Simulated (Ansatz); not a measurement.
Crystal: TaN.

```
Ta N
1.0
     0.00000    2.21132    2.21132
     2.21132    0.00000    2.21132
     2.21132    2.21132    0.00000
Ta N
1 1
Direct
  0.50000 0.50000 0.50000
  0.00000 0.00000 0.00000
```

The cell comes from a database or a generator and needn't be the stable form of this composition.

```yaml
Program: Ansatz 0.2.0
Task: single point
Functional: PBEsol
Potentials_or_basis: Ansatz PAW
Cutoff: "420 eV (not typed: the program's choice for these potentials)"
k_mesh: 10 × 10 × 10
Occupations: fermi-dirac, width 0.05 eV
Spin: no spin polarisation
```

On this cell: pressure -10.7 GPa; largest force zero by symmetry; band gap on the k mesh none (metal or under the smearing width).

The same run follows on a disturbed copy (atoms moved at random, drawn with an rms of 0.05 Å):

```
CELL_PARAMETERS angstrom
0.00000 2.21132 2.21132
2.21132 0.00000 2.21132
2.21132 2.21132 0.00000
ATOMIC_POSITIONS crystal
Ta 0.51353 0.48421 0.52898
N 0.98710 0.98530 0.01570
```

Problem. What changes?

Solution. The energy (extrapolated to zero smearing) moves by +19.6 meV/atom; pressure -8.9 GPa; largest force 0.782 eV/Å; band gap on the k mesh none (metal or under the smearing width).

Forces on the atoms (eV/Å):
```
Ta  -0.195 -0.635 -0.414
N    0.195  0.635  0.414
```

Stress tensor (GPa, compression positive):
```
-10.08  -0.16  -0.07
 -0.16  -7.54  -0.28
 -0.07  -0.28  -9.17
```

Caveats: the PAW data sets come from PBE, with cores solved anew for the run's functional, which leaves a small shift of forces and pressure.
